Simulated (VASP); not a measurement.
Crystal: AgBr.

```
Ag Br
1.0
     0.00000    2.87015    2.87015
     2.87015    0.00000    2.87015
     2.87015    2.87015    0.00000
Ag Br
1 1
Direct
  0.00000 0.00000 0.00000
  0.50000 0.50000 0.50000
```

Base run:

* Program: VASP 6.6.1
* Functional: HSE03
* Potentials or basis: VASP PAW PBE potentials, release 64 (Ag, Br)
* Cutoff: 520 eV
* k mesh: 6 × 6 × 6
* Occupations: gaussian, width 0.02 eV
* Spin: no spin polarisation

Its results: band gap on the k mesh 1.80 eV, indirect (least direct gap 3.63 eV); pressure 2.0 GPa.

**Question.** The run is repeated on the same cell with these changes: functional from HSE03 to PBE0. What comes out?

**Answer.** Band gap on the k mesh 2.67 eV, indirect (least direct gap 4.52 eV); pressure 1.8 GPa.

Caveats: the PAW data sets were made with another functional, which shifts forces and pressure a little.
